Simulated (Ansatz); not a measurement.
# FeO (Wuestite) (Fm-3m) in Ansatz: settings compared

One crystal, FeO (Wuestite), is run at these levels: BLYP, r2SCAN; tasks: relaxation of cell and atoms.

All numbers are computed with Ansatz 0.2.0; they aren't measurements. Logs are shortened: lines on timing, memory, paths and dates and some standing lists are left out, and cuts for length are marked.

### 1 The crystal as given

It takes space group Fm-3m (No. 225, cubic). Conventional cell: a = 4.311 Å, b = 4.311 Å, c = 4.311 Å, α = 90.00°, β = 90.00°, γ = 90.00°. Fe (site symmetry m-3m) has 6 O at 2.16 Å as nearest neighbours. O (site symmetry m-3m) is surrounded by 6 Fe at 2.16 Å.

### 2 Relaxation of cell and atoms, BLYP, collinear spin, ferromagnetic start

input.yaml reads:

```yaml
crystal:
  lattice:
    - [0.0, 2.1554, 2.1554]
    - [2.1554, 0.0, 2.1554]
    - [2.1554, 2.1554, 0.0]
  atoms:
    - { symbol: Fe, position: [0.0, 0.0, 0.0], spin: 3.0 }
    - { symbol: O, position: [0.5, 0.5, 0.5] }
hamiltonian:
  xc: blyp
  pseudopotentials: { kind: paw }
magnetization:
  spin_polarized: true
kpoints:
  mp_grid: { grid: [8, 8, 8] }
scf:
  occupations: { method: fermi_dirac, width: 0.05 }
output:
  forces: true
  stress: true
  eigenvalues: true
relax:
  f_tol: 0.01
  max_steps: 40
  cell: { stress_tol: 0.05 }
```

Potentials or basis: Ansatz PAW.

The run is started by

```console
$ ansatz run input.yaml --threads 2 --pin off --max-ram 5632MiB --backend cpu --events-out ev --progress --plain --runs-dir out
```

The log of the run:

```text
Warning: RAYON_NUM_THREADS=2 ignored (pool sized by the plan → 2); use --threads N
Engine: ansatz 0.2.0, x86_64-unknown-linux-gnu
Pseudopotentials: kind: paw
Pseudopotential: Fe, paw, valence charge 16, recommended cutoff 420 eV (normal), Fe.paw.azcp
Pseudopotential: O, paw, valence charge 6, recommended cutoff 420 eV (normal), O.paw.azcp
Functional definition: BLYP
  parameter beta = 0.0042
  parameter a = 0.04918
  parameter b = 0.132
  parameter c = 0.2533
  parameter d = 0.349
  exchange = b88_x(beta = beta)
  correlation = lyp_c(a = a, b = b, c = c, d = d)
Crystal: 2 atoms, lattice volume = 20.027 Å³
Basis set: ecut = 420 eV, 387 PW (Γ), exchange–correlation on 48×48×48 points (8 copies of the dense FFT grid, shifted against one another)
Bands: 17, of which v1, the nominal top of the filled ones, is band 11 counted from 1 (10 counted from 0)
Symmetry: 48 space group operations
Space group: Fm-3m (ITA 225), of the structure as read, at distance tolerance 2.7e-5 Å
Magnetic group: BNS 225.116 (UNI 1618), of the structure as read, at distance tolerance 2.7e-5 Å
k-points: 29 of 512
Non-local potential: Fe, projectors of the file, l = 0: 3, l = 1: 2, l = 2: 3, l = 3: 1
Non-local potential: O, projectors of the file, l = 0: 2, l = 1: 2, l = 2: 1
PAW form: soft (Blöchl's): semilocal exchange-correlation on the pseudo side does not see the compensation charge
PAW frozen core: Fe, regenerated for the run's functional, and the local potential with it (the file was generated under x = pbe(κ = 0.804, μ = 0.2195149727645171), c = pbe(β = 0.06672455060314922))
PAW frozen core: O, regenerated for the run's functional, and the local potential with it (the file was generated under x = pbe(κ = 0.804, μ = 0.2195149727645171), c = pbe(β = 0.06672455060314922))
PAW one-centre angular grid: Fe, 590 points (default); XC on 64 Gauss nodes
PAW one-centre angular grid: O, 110 points (default); XC on 64 Gauss nodes
Initial density: superposition of atomic densities (chi_scale 0.1, normalization cell, long waves kept (reshape's long-wave potential 0.00 eV rms))
Starting moments: Σ|m| = 3 μB on 1 of 2 sites
Initial wavefunctions: pseudopotential atomic-orbital guess
Functional: x = b88, c = lyp
SCF iter   1: F=—  HF=-5056.354815 eV  |F-HF|=—  |Δ(HF+E_count)|=         —  Δρ=1.24e-1 (↑1.24e-1 ↓5.61e-2)  dr2=3.80e0  dr2_m=6.10e-1  M=3.410 μB ∫|m|=3.410 μB  β_m=0.30  ethr=3.10e-3  ⟨swp⟩=4.3  Hψ=4106  notcnv=0
Mixer restart at iter 1: flushing history
preconditioner: auto → none  [metal: Δε(μ)=0.013 eV  Ē_g=13.055 eV  σ=0.050 eV  W_gap=0.06  n_scr=8 (ndim 8)  ℏωp=31.0 eV  f_vac=0.000  D(μ)=3.57/eV (n_scr^D=58)  sad-step TF]
SCF iter   2: F=—  HF=-5056.513533 eV  |F-HF|=—  |Δ(HF+E_count)|=   1.59e-1  Δρ=7.49e-2 (↑7.49e-2 ↓3.95e-2)  dr2=6.91e-1  dr2_m=4.73e-1  M=3.585 μB ∫|m|=3.585 μB  β_m=0.44  ethr=3.10e-3  ⟨swp⟩=3.0  Hψ=2347  notcnv=0  defer=16
SCF iter   3: F=—  HF=-5056.811268 eV  |F-HF|=—  |Δ(HF+E_count)|=   2.98e-1  Δρ=3.62e-2 (↑3.62e-2 ↓2.99e-2)  dr2=1.66e-1  dr2_m=1.61e-1  M=3.757 μB ∫|m|=3.759 μB  β_m=0.57  ethr=3.10e-3  ⟨swp⟩=2.0  Hψ=1710  notcnv=0  defer=20
SCF iter   4: F=—  HF=-5056.925898 eV  |F-HF|=—  |Δ(HF+E_count)|=         —  Δρ=1.88e-2 (↑1.88e-2 ↓1.63e-2)  dr2=5.41e-2  dr2_m=3.89e-2  M=4.000 μB ∫|m|=4.007 μB  β_m=0.57  ethr=7.54e-4  ⟨swp⟩=2.6  Hψ=1735  notcnv=0  defer=20
Mixer restart at iter 4: flushing history
SCF iter   5: F=—  HF=-5056.929870 eV  |F-HF|=—  |Δ(HF+E_count)|=   3.97e-3  Δρ=8.57e-3 (↑7.36e-3 ↓8.57e-3)  dr2=8.54e-3  dr2_m=8.34e-3  M=3.999 μB ∫|m|=4.007 μB  β_m=0.60  ethr=2.46e-4  ⟨swp⟩=2.1  Hψ=2149  notcnv=0  defer=27
SCF iter   6: F=—  HF=-5056.929698 eV  |F-HF|=—  |Δ(HF+E_count)|=   1.73e-4  Δρ=5.55e-3 (↑2.85e-3 ↓5.55e-3)  dr2=6.28e-3  dr2_m=1.68e-3  M=4.000 μB ∫|m|=4.009 μB  β_m=0.62  ethr=3.88e-5  ⟨swp⟩=2.0  Hψ=1713  notcnv=0  defer=27
SCF iter   7: F=—  HF=-5056.930537 eV  |F-HF|=—  |Δ(HF+E_count)|=   8.40e-4  Δρ=2.48e-3 (↑2.48e-3 ↓1.25e-3)  dr2=1.64e-3  dr2_m=8.93e-5  M=4.000 μB ∫|m|=4.009 μB  β_m=0.50  ethr=2.85e-5  ⟨swp⟩=2.4  Hψ=1990  notcnv=0  defer=27
SCF iter   8: F=—  HF=-5056.929765 eV  |F-HF|=—  |Δ(HF+E_count)|=   7.72e-4  Δρ=1.82e-4 (↑1.81e-4 ↓1.82e-4)  dr2=2.31e-6  dr2_m=4.22e-6  M=4.000 μB ∫|m|=4.009 μB  β_m=0.72  ethr=7.44e-6  ⟨swp⟩=2.3  Hψ=1823  notcnv=0  defer=27
SCF iter   9: F=—  HF=-5056.929834 eV  |F-HF|=—  |Δ(HF+E_count)|=   6.90e-5  Δρ=3.47e-5 (↑2.92e-5 ↓3.47e-5)  dr2=6.12e-7  dr2_m=2.30e-8  M=4.000 μB ∫|m|=4.010 μB  β_m=0.78  ethr=1.05e-8  ⟨swp⟩=2.0  Hψ=1619  notcnv=0  defer=27
[... 67 lines left out ...]
SCF 6 converged in 5 iterations: F = -5056.945573 eV  dr2 = 6.98e-8
relax step   6: F+E_penalty+E_count = -5056.94557342 eV  Δ(F+E_penalty+E_count) = +1.438e-4 eV  max|allowed force component| = 3.155e-30 eV/Å  Δτ_max = 0.0000 Å  P = +0.018 GPa  Ω = 20.789 Å³  energy of the carried Pulay correction = -1.856e-4 eV  (5 SCF iters, dr2 threshold 2.00e-7 eV, accepted)
iter 1 solved again at ethr=4.99e-9 eV; its pass at ethr=3.10e-3 eV (dr2=1.10e-6 eV) is discarded
SCF iter   1: F=—  HF=-5056.945804 eV  |F-HF|=—  |Δ(HF+E_count)|=         —  Δρ=2.09e-5 (↑2.09e-5 ↓2.09e-5)  dr2=1.63e-7  dr2_m=1.22e-8  M=4.000 μB ∫|m|=4.010 μB  β_m=0.65  ethr=4.99e-9  ⟨swp⟩=3.0  Hψ=7082  notcnv=0
preconditioner: auto → none  [metal: Δε(μ)=0.013 eV  Ē_g=13.272 eV  σ=0.050 eV  W_gap=0.06  n_scr=0 (ndim 8)  ℏωp=30.5 eV  f_vac=0.000  D(μ)=1.83/eV (n_scr^D=14)]
SCF iter   2: F=—  HF=-5056.945804 eV  |F-HF|=—  |Δ(HF+E_count)|=   1.49e-7  Δρ=1.40e-5 (↑1.40e-5 ↓1.28e-5)  dr2=1.03e-7  dr2_m=1.99e-10  M=4.000 μB ∫|m|=4.010 μB  β_m=0.36  ethr=7.42e-10  ⟨swp⟩=2.0  Hψ=1400  notcnv=0
SCF iter   3: F=—  HF=-5056.945804 eV  |F-HF|=—  |Δ(HF+E_count)|=   2.04e-8  Δρ=4.89e-6 (↑4.89e-6 ↓3.72e-6)  dr2=4.08e-9  dr2_m=4.61e-10  M=4.000 μB ∫|m|=4.010 μB  β_m=0.63  ethr=4.68e-10  ⟨swp⟩=2.0  Hψ=1317  notcnv=0
SCF iter   4: F=—  HF=-5056.945804 eV  |F-HF|=—  |Δ(HF+E_count)|=   2.52e-8  Δρ=1.71e-6 (↑7.12e-7 ↓1.71e-6)  dr2=7.99e-10  dr2_m=1.29e-10  M=4.000 μB ∫|m|=4.010 μB  β_m=0.82  ethr=1.86e-11  ⟨swp⟩=2.0  Hψ=1402  notcnv=0
SCF iter   5: F=—  HF=-5056.945804 eV  |F-HF|=—  |Δ(HF+E_count)|=   3.35e-9  Δρ=1.73e-6 (↑1.73e-6 ↓5.76e-7)  dr2=4.67e-10  dr2_m=9.76e-11  M=4.000 μB ∫|m|=4.010 μB  β_m=0.66  ethr=3.63e-12  ⟨swp⟩=2.0  Hψ=1629  notcnv=0
SCF iter   6: F=—  HF=-5056.945804 eV  |F-HF|=—  |Δ(HF+E_count)|=  2.92e-10  Δρ=5.17e-7 (↑7.20e-8 ↓5.17e-7)  dr2=6.32e-11  dr2_m=1.10e-11  M=4.000 μB ∫|m|=4.010 μB  β_m=0.77  ethr=2.12e-12  ⟨swp⟩=2.0  Hψ=1598  notcnv=0
SCF iter   7: F=—  HF=-5056.945804 eV  |F-HF|=—  |Δ(HF+E_count)|=  9.64e-11  Δρ=4.34e-8 (↑4.34e-8 ↓3.87e-8)  dr2=3.57e-13  dr2_m=2.38e-13  M=4.000 μB ∫|m|=4.010 μB  β_m=0.89  ethr=1.00e-12  ⟨swp⟩=2.0  Hψ=1318  notcnv=0
SCF iter   8: F=-5056.945804 eV  HF=-5056.945804 eV  |F-HF|=0.00e0  |Δ(HF+E_count)|=  9.09e-13  Δρ=1.36e-8 (↑9.01e-9 ↓1.36e-8)  dr2=9.35e-14  dr2_m=5.21e-15  M=4.000 μB ∫|m|=4.010 μB  ethr=1.00e-12  ⟨swp⟩=3.0  Hψ=3265  notcnv=0
SCF 7 converged in 8 iterations: F = -5056.945804 eV  dr2 = 9.35e-14
relax step   7: F+E_penalty+E_count = -5056.94580422 eV  Δ(F+E_penalty+E_count) = -2.308e-4 eV  max|allowed force component| = 5.456e-30 eV/Å  Δτ_max = 0.0000 Å  P = +0.025 GPa  Ω = 20.789 Å³  stress off target by 2.50e-2 GPa  SCF on the basis re-selected at this cell (its energy is not comparable with the rows above)  (8 SCF iters)
basis re-selected at this cell: Δ(F+E_penalty+E_count) = -2.308e-4 eV, ΔP = +0.007 GPa vs the last step (what re-selecting the basis moved, of the pressure what is left beyond the Pulay correction that the steps carried, after the strain that the cell walked since its last selection, with what the two solves' SCF thresholds leave and, on support functions, any second-order correction that the steps lacked; it is no measure of the basis error at this ecutwfc). This SCF's stress stands 2.50e-2 GPa from its target on what of the cell is left free (relax.cell.stress_tol is 5.00e-2 GPa) and its largest allowed force component is 5.46e-30 eV/Å (relax.f_tol is 1.00e-2 eV/Å): within both
SCF converged after 8 iterations
Magnetization: 4.0001 μB (13.0000 up, 9.0000 down)
Absolute magnetization: 4.0105 μB (∫|ρ↑−ρ↓|, with the PAW one-centre terms)
Spin contamination: 0.0101 ħ² per cell (⟨S²⟩ above its minimum at these occupations)
Per-site moments (μB) at R_I (Å): [(3.451306725927126, 0.9002433898345077), (0.33431708833987356, 0.9002433898345077)]
Free energy (F): -5056.945804 eV
Harris-Foulkes:  -5056.945804 eV  (|F-HF|=0.00e0)
Internal energy: -5056.931372 eV  (E = F + TS)
E sigma→0 (E₀):  -5056.938588 eV
Entropy (-TS):   -0.014432 eV (-7.216 meV/atom)
Fermi energy:    14.191651 eV
--- Per-component energies (eV) ---
  E_band       = -271.535364
  E_kinetic    = 515.068662
  E_local      = -2651.708598  (includes V_loc(G=0)·N_el)
  E_nonlocal   = 278.148160
  E_hartree    = 1082.447192
  E_xc         = -185.587908
  E_vxc        = -237.276382  (∫ρ·V_xc dr)
  E_paw        = -1541.854561  (= ΣΔE_a)
  E_vpaw       = -340.665070  (= ΣTr[D̂ρ^β])
  E_aug_tail   = 0.003478  (compensation charges beyond the density's cutoff)
  E_ewald      = -2553.460501
  E_core_change = 0.012704  (= ΣΔE_core)
  E_smearing   = -0.014432  (= −TS)
  E_closure    = 0.000000  (closes the sum)
  Σ components = -5056.945804   (vs F -5056.945804, Δ=0.00e0)
--- Forces (eV/Å), atoms counted from 1 ---
  atom   1  Fe    -0.00000000     0.00000000     0.00000000
  atom   2  O      0.00000000     0.00000000    -0.00000000
  max |Σ_I F_I| component: 8.02e-30 eV/Å
--- Stress (GPa, compression-positive) ---
        0.024951      -0.000000      -0.000000
       -0.000000       0.024951      -0.000000
       -0.000000      -0.000000       0.024951
  P = ⅓ Tr σ = 0.0250 GPa (0.250 kbar)
--- Band table (eV; the first three rows and the last of 58) ---
  k-point 0 ↑: bands = ["-75.4329", "-41.5466", "-41.5466", "-41.5466", "-6.1418", "10.4987", "10.4987", "10.4987", "10.4987", "10.4987", "10.4987", "10.6869", "10.6869", "14.3684", "30.0571", "31.2426", "31.2426"]
  k-point 1 ↑: bands = ["-75.4322", "-41.5531", "-41.5475", "-41.5475", "-6.0022", "9.2444", "9.4924", "9.4924", "10.6185", "10.6185", "10.9236", "11.7380", "11.7380", "15.3246", "27.6799", "30.5894", "30.5894"]
  k-point 2 ↑: bands = ["-75.4307", "-41.5689", "-41.5496", "-41.5496", "-5.6446", "7.6240", "8.6160", "8.6160", "10.8665", "10.8665", "11.2278", "12.7811", "12.7811", "16.9844", "24.8855", "28.7958", "28.7958"]
  k-point 28 ↓: bands = ["-71.3207", "-37.5982", "-37.5982", "-37.5836", "-4.4188", "8.4245", "8.4245", "8.8854", "14.1488", "14.1488", "14.8621", "15.1820", "15.9252", "22.5081", "24.0612", "24.0612", "26.6518"]
--- Relaxed structure (5 steps of the walk, 5 accepted, 2 SCFs on fresh bases) ---
  F+E_penalty+E_count = -5056.94580422 eV   max|allowed force component| = 5.456e-30 eV/Å   (the final SCF, on the basis selected at the relaxed cell)
  cell:  # Å, volume = 20.7892 Å³
    - [-6.369215041119491e-36, 2.1824082177806248, 2.1824082177806248]
    - [2.1824082177806248, -1.4840271045808405e-33, 2.1824082177806248]
    - [2.1824082177806248, 2.1824082177806248, -1.2738430082238982e-35]
  atoms:
    - { symbol: Fe, position: [-1.4147671330680879e-34, 1.3403057050117864e-34, 6.701528525065238e-35] }
    - { symbol: O, position: [0.5, 0.5, 0.5] }
```

It took 4.1 s on 2 threads of Intel Xeon 6975P-C (Granite Rapids), shared host; peak memory 0.35 GiB.

What came out:

| Item | Value |
| --- | --- |
| Free energy | -5056.9458 eV |
| Relaxed volume | 10.39 Å³/atom |
| Relaxed cell | a = 3.086 Å, b = 3.086 Å, c = 3.086 Å, α = 60.00°, β = 60.00°, γ = 60.00° |
| Space group after relaxing (to 0.05 Å) | Fm-3m (No. 225) |
| Energy gained by relaxing | 8.0 meV/atom |
| Ionic steps | 7 |
| Pressure after relaxing | 0.0 GPa |
| Band gap on the k mesh | none (metal or under the smearing width) |
| Net moment | 4.00 μB per cell |
| Absolute moment | 4.01 μB per cell |
| Site moments | Fe +3.45; O +0.33 μB |

The path:
```tsv
step	energy change (eV)	largest force (eV/Å)	volume (Å³)
1	0.0000	0.0000	20.03
2	-0.0109	0.0000	20.49
3	-0.0116	0.0000	20.74
4	-0.0116	0.0000	20.75
5	-0.0159	0.0000	20.75
6	-0.0157	0.0000	20.79
7	-0.0160	0.0000	20.79
```

Final structure:
```
CELL_PARAMETERS angstrom
0.00000 2.18241 2.18241
2.18241 0.00000 2.18241
2.18241 2.18241 0.00000
ATOMIC_POSITIONS crystal
Fe 0.00000 0.00000 0.00000
O 0.50000 0.50000 0.50000
```

Levels at points of the mesh, in eV from the Fermi level:
Spin up:
```csv
k point,band 10,band 11,band 12,band 13,band 14,band 15,band 16,band 17
"(0.00, 0.00, 0.00)",-3.69,-3.69,-3.50,-3.50,0.18,15.87,17.05,17.05
"(0.00, 0.00, -0.50)",-2.95,-2.43,-0.38,-0.38,4.40,8.20,12.50,12.50
"(0.00, -0.50, -0.50)",-3.15,-2.73,-2.70,-2.70,5.12,8.76,11.08,14.44
```
Spin down:
```tsv
k point	band 6	band 7	band 8	band 9	band 10	band 11	band 12	band 13
(0.00, 0.00, 0.00)	-3.14	-3.14	-3.14	-0.70	-0.70	-0.70	0.20	0.20
(0.00, 0.00, -0.50)	-7.62	-4.94	-4.94	0.35	0.35	0.55	2.67	2.67
(0.00, -0.50, -0.50)	-6.50	-4.24	-4.24	-1.91	0.67	0.67	0.71	1.06
```

Caveat: the plane-wave basis is chosen anew once the cell has moved, so the energies of steps on either side of that aren't comparable; the pressure holds a Pulay correction of +0.8 GPa for the finite cutoff; a cell with one magnetic atom can't hold antiferromagnetic order, which such compounds often take; semilocal functionals often make such compounds metallic where correlation or magnetic order opens a gap, which also shifts bond lengths; the PAW data sets come from PBE, with cores solved anew for the run's functional, which leaves a small shift of forces and pressure. Zero-point motion and thermal expansion aren't in these numbers.

### 3 Relaxation of cell and atoms, r2SCAN, collinear spin, ferromagnetic start

Changes to input.yaml since step 2:

```diff
@@ -9,3 +9,3 @@
 hamiltonian:
-  xc: blyp
+  xc: r2scan
   pseudopotentials: { kind: paw }
@@ -21,2 +21,6 @@
   eigenvalues: true
+  write_density: true
+  write_potential: true
+  elf: true
+  volumetric_format: npy
 relax:
```

Potentials or basis: Ansatz PAW.

The run is started by

```console
$ ansatz run input.yaml --threads 2 --pin off --max-ram 5632MiB --backend cpu --events-out ev --progress --plain --runs-dir out
```

Wall time 6.4 s (2 threads of Intel Xeon 6975P-C (Granite Rapids), shared host); peak memory 0.41 GiB.

It converged, with:

* Free energy: -5054.3164 eV
* Relaxed volume: 9.70 Å³/atom
* Relaxed cell: a = 3.016 Å, b = 3.016 Å, c = 3.016 Å, α = 60.00°, β = 60.00°, γ = 60.00°
* Space group after relaxing (to 0.05 Å): Fm-3m (No. 225)
* Energy gained by relaxing: 6.3 meV/atom
* Ionic steps: 5
* Pressure after relaxing: 0.0 GPa
* Band gap on the k mesh: none (metal or under the smearing width)
* Net moment: 4.00 μB per cell
* Absolute moment: 4.04 μB per cell
* Site moments: Fe +3.52; O +0.30 μB

Step by step:
| step | energy change (eV) | largest force (eV/Å) | volume (Å³) |
| --- | --- | --- | --- |
| 1 | 0.0000 | 0.0000 | 20.03 |
| 2 | -0.0116 | 0.0000 | 19.62 |
| 3 | -0.0135 | 0.0000 | 19.38 |
| 4 | -0.0135 | 0.0000 | 19.40 |
| 5 | -0.0126 | 0.0000 | 19.40 |

Final structure:
```
Fe O
1.0
     0.00000    2.13253    2.13253
     2.13253    0.00000    2.13253
     2.13253    2.13253    0.00000
Fe O
1 1
Direct
  0.00000 0.00000 0.00000
  0.50000 0.50000 0.50000
```

Levels at points of the mesh, in eV from the Fermi level:
Spin up:
```tsv
k point	band 11	band 12	band 13	band 14	band 15	band 16
(0.00, 0.00, 0.00)	-4.75	-4.75	-4.75	0.05	15.51	17.32
(0.00, 0.00, -0.50)	-3.48	-1.19	-1.19	4.10	8.80	12.91
(0.00, -0.50, -0.50)	-3.89	-3.85	-3.85	5.44	9.06	10.77
```
Spin down:
```
             k point  band 5  band 6  band 7  band 8  band 9  band 10  band 11  band 12  band 13  band 14
  (0.00, 0.00, 0.00)  -22.17   -4.07   -4.07   -4.07   -0.82    -0.82    -0.82     0.60     0.60     1.14
 (0.00, 0.00, -0.50)  -20.88   -9.03   -5.96   -5.96    0.45     0.45     0.63     3.34     3.34     4.73
(0.00, -0.50, -0.50)  -20.88   -7.89   -5.33   -5.33   -2.34     0.82     0.82     1.22     1.69     7.16
```

Caveat: the magnetic or orbital state may not be the lowest; the plane-wave basis is chosen anew once the cell has moved, so the energies of steps on either side of that aren't comparable; a cell with one magnetic atom can't hold antiferromagnetic order, which such compounds often take; semilocal functionals often make such compounds metallic where correlation or magnetic order opens a gap, which also shifts bond lengths; the PAW data sets come from PBE, with cores solved anew for the run's functional, which leaves a small shift of forces and pressure. With open d or f shells a metallic result of r2SCAN can be an artefact of self-interaction; +U or a hybrid may open a gap.
